A crystal of PtSe$_2$ is held in one fixed cell, and its pressure is computed with several functionals, potentials and programs. The pressure is $P=-\mathrm{d}E/\mathrm{d}V$, with $E$ the energy and $V$ the volume of the cell. A positive value means that the computed crystal would lower its energy by expanding, a negative one that it would do so by shrinking.

Plane-wave Kohn–Sham DFT for PtSe$_2$ (space group P-3m1, 3 atoms per cell) with ABINIT and GPAW, in one fixed cell with a static lattice, without spin polarisation, spin–orbit coupling or dispersion correction. The basis column gives the plane-wave cutoff, and the Hubbard U acts on the Pt d shell. Pressure is positive in compression.

```tsv
method	rung	program	potentials	basis	Hubbard U, eV	k mesh	smearing	pressure (GPa)
LDA	LDA	ABINIT	JTH-PAW-LDA-v2.0	544.228 eV	none	6x6x4 3-atom-cell	fermi-dirac 0.05eV	-0.130
LDA	LDA	ABINIT	HGH LDA	380.959 eV	none	6x6x4 3-atom-cell	fermi-dirac 0.05eV	-29.410
LDA+U	LDA	GPAW	GPAW-PAW-data-sets-(gpaw-data-1.2.1)	450 eV	Pt3.5	7x7x4 3-atom-cell	fermi-dirac 0.01eV	-1.980
PBE	GGA	ABINIT	JTH-PAW-PBE-v2.0	544.228 eV	none	6x6x4 3-atom-cell	fermi-dirac 0.05eV	7.840
PBE+U	GGA	GPAW	GPAW-PAW-data-sets-(gpaw-data-1.2.1)	450 eV	Pt6.2	7x7x4 3-atom-cell	fermi-dirac 0.01eV	5.500
PBE+U	GGA	GPAW	GPAW-PAW-data-sets-(gpaw-data-1.2.1)	450 eV	Pt7	7x7x4 3-atom-cell	fermi-dirac 0.01eV	5.270
PBE+U	GGA	GPAW	GPAW-PAW-data-sets-(gpaw-data-1.2.1)	450 eV	Pt6	7x7x4 3-atom-cell	fermi-dirac 0.01eV	5.560
PBEsol	GGA	ABINIT	JTH-PAW-PBE-v2.0	408.171 eV	none	6x6x4 3-atom-cell	fermi-dirac 0.05eV	2.870
PBEsol	GGA	ABINIT	PseudoDojo-NC-SR-PBEsol-v0.4.1-standard	1061.24 eV	none	6x6x4 3-atom-cell	fermi-dirac 0.05eV	1.460
r2SCAN	meta-GGA	ABINIT	JTH-PAW-PBE-v2.0	653.073 eV	none	3x3x2 3-atom-cell	fermi-dirac 0.05eV	4.930
```

**(a) Which differences in pressure can be put down to the functional, and which row breaks the pattern?**

*Solution.* Take first the runs without a Hubbard U that use the JTH potentials on the 6x6x4 mesh. The pressure rises from about zero in LDA to 3 GPa in PBEsol and 8 GPa in PBE. This is the familiar order of these functionals. LDA binds atoms too strongly and so favours a small cell; the gradient terms of PBE favour the uneven density of well-separated atoms and weaken the bonds. PBEsol has a weaker gradient dependence in its exchange and falls between the two.

The PBEsol run has a lower cutoff than the other two and uses potentials made for PBE, so these steps are not due to the functional alone. They have to be held against the scatter at one level of theory. The two PBEsol runs, with different potentials and cutoffs, differ by 1.4 GPa. That is about half the step from LDA to PBEsol, yet both runs still lie between LDA and PBE. A few GPa for a change of functional and about one GPa for a change of setup are the sizes to remember here. The r2SCAN value also falls inside this range, but its coarser mesh and its potentials, made for PBE, leave its exact place uncertain. All these functionals miss the long-range dispersion attraction between the layers, so a pressure near zero doesn't prove that a functional is right for this crystal.

The LDA run with HGH potentials doesn't fit. It lies 29 GPa below the other LDA run without U, although functional, program and mesh are the same. This gap is nearly four times the whole step from LDA to PBE. The order of the functionals gives no warning, because a strongly negative pressure looks like LDA overbinding carried to an extreme. The first sign of an error is the size, once it is set beside a second run with the same functional.

**(b) Further output for this cell gives the size of the force on each Se atom along the c axis. It is 0.26 eV/Å in LDA with JTH, 0.30 in LDA with HGH, and 0.60 in a PBE run made with Quantum ESPRESSO, which is not in the table. Does the HGH run describe a more strongly bound crystal?**

*Solution.* The force tells how the energy changes when Se moves inside the fixed cell, so it responds to the Pt–Se bonds. Going from LDA with JTH to this PBE run raises the pressure by 7.5 GPa and changes the force by 0.34 eV/Å. Here the bonding really differs, and both quantities show it. Going from JTH to HGH within LDA moves the pressure four times as far and the opposite way. Yet the force changes by only 0.05 eV/Å, and in the same sense as for PBE, so it shows no sign of stronger bonds.

The electron levels say less. At the Γ point, the deepest of the four levels recorded below the Fermi energy shifts by only 0.15 eV between the two LDA runs. But the r2SCAN run, a real change of functional though on a coarser mesh, moves it by only 0.33 eV, so a steady level alone doesn't show that the bonds are unchanged. The force is the better witness: a crystal whose bonds had changed enough to pull inward with an extra 29 GPa would hardly keep its forces so nearly intact. The failure therefore sits mainly in how the energy responds to a change of cell.

The shape of the stress is a weak clue too. The HGH shift is almost the same in the plane of the layers, −29 GPa, as along c, −30 GPa, which suits an error that ignores the direction of the bonds. But the step from LDA to PBEsol is also fairly even, 3.2 GPa in the plane and 2.6 GPa along c. In proportion the HGH shift is the more even of the two, yet evenness alone would not safely tell a faulty run from a real change of functional.

**(c) What can make the pressure so wrong while the forces stay reasonable? Estimate how strongly the energy would have to depend on the cutoff.**

*Solution.* The likely cause is Pulay stress, the error that an incomplete plane-wave basis leaves in the stress. The cutoff $E_\mathrm{cut}$ is the highest kinetic energy of a plane wave in the basis. The number of plane waves is proportional to $V E_\mathrm{cut}^{3/2}$. The stress is evaluated for a fixed set of waves, and when the cell shrinks, these waves shorten with it, so that $E_\mathrm{cut}$ grows as $V^{-2/3}$. Compression thus improves the basis and lowers the energy, even if the bonds gain nothing. The computed crystal seems to pull inward.

The chain rule gives the false part of the pressure:

$$\Delta P=\frac{2}{3}\,\frac{E_\mathrm{cut}}{V}\,\frac{\mathrm{d}E}{\mathrm{d}E_\mathrm{cut}} .$$

More plane waves lower the energy, so the derivative is negative and $\Delta P$ is negative too, as in the HGH row. Suppose that the whole gap of 29.28 GPa has this origin. The cell holds three atoms of 20.27 Å$^3$ each, and 1 eV/Å$^3$ is about 160 GPa. For a cutoff raised by one per cent the energy must then change by

$$\Delta E\approx-0.01\times\frac{3}{2}\times\frac{29.28}{160}\times(3\times20.27)\ \mathrm{eV}\approx-0.17\ \mathrm{eV}.$$

A drop of order 0.1 eV per cell for each per cent of cutoff marks a basis far from complete. Yet it is only about one part in ten thousand of the total energy, which is over 1000 eV in size. A small step in cutoff thus barely moves the total energy, which can look settled while many such steps remain and its response to volume is useless.

The forces escape most of this error because plane waves are not attached to atoms. The basis describes the sharp parts of the orbitals near each nucleus poorly, but almost equally poorly wherever the atom sits in the fixed cell. That error hardly changes when Se moves, and so it nearly cancels from the force. A change of cell alters the resolution around every atom at once, and nothing cancels.

A cutoff is low or high only for a given potential. The PBEsol run with JTH potentials has a cutoff just 7% above that of the HGH run, and its pressure is an ordinary 2.9 GPa. JTH potentials belong to the PAW method, which describes the sharp parts of the orbitals with functions centred on the atoms. A norm-conserving potential such as HGH leaves more of that work to the plane waves, above all for the compact 5d shell of Pt.

The estimate assumes Pulay stress and doesn't establish it; the HGH potential itself may add an error of its own. A slope of this order is, however, what is expected of a hard norm-conserving Pt potential at so low a cutoff. Repeating the run at higher cutoffs would separate the two. Pulay stress must fade as the energy stops falling, whereas an error of the potential would stay. The printed output after this text lists the differences used here and the one estimate, which has no adjusted parameter.

The analysis program printed:

```
Pressure shift from JTH to HGH within LDA, GPa: -29.28
Pressure step from LDA to PBE with JTH, GPa: 7.97
Pressure step from LDA to PBEsol with JTH, GPa: 3
Pressure step from PBEsol to PBE with JTH, GPa: 4.97
Size of the HGH shift over the step from LDA to PBE: 3.674
PBEsol pressure with JTH less that with PseudoDojo, GPa: 1.41
Mean of the two LDA runs without U, GPa: -14.77
Spread of the three PBE+U runs, GPa: 0.29
Change of the Se force from LDA JTH to LDA HGH, eV/A: 0.04549
Change of the Se force from LDA JTH to PBEsol JTH, eV/A: 0.1846
Change of the Se force from LDA JTH to PBE in Quantum ESPRESSO, eV/A: 0.3363
Pressure of PBE in Quantum ESPRESSO less LDA JTH, GPa: 7.543
In-plane stress shift from LDA JTH to LDA HGH, GPa: -28.92
Stress shift along c from LDA JTH to LDA HGH, GPa: -30.01
In-plane stress shift from LDA JTH to PBEsol JTH, GPa: 3.183
Stress shift along c from LDA JTH to PBEsol JTH, GPa: 2.648
Shift of the lowest listed Gamma level from LDA JTH to LDA HGH, eV: -0.154
Cutoff of PBEsol JTH above that of LDA HGH, percent: 7.143
Energy drop per cell for 1 percent more cutoff if the whole HGH shift is Pulay stress, eV: 0.1667
```
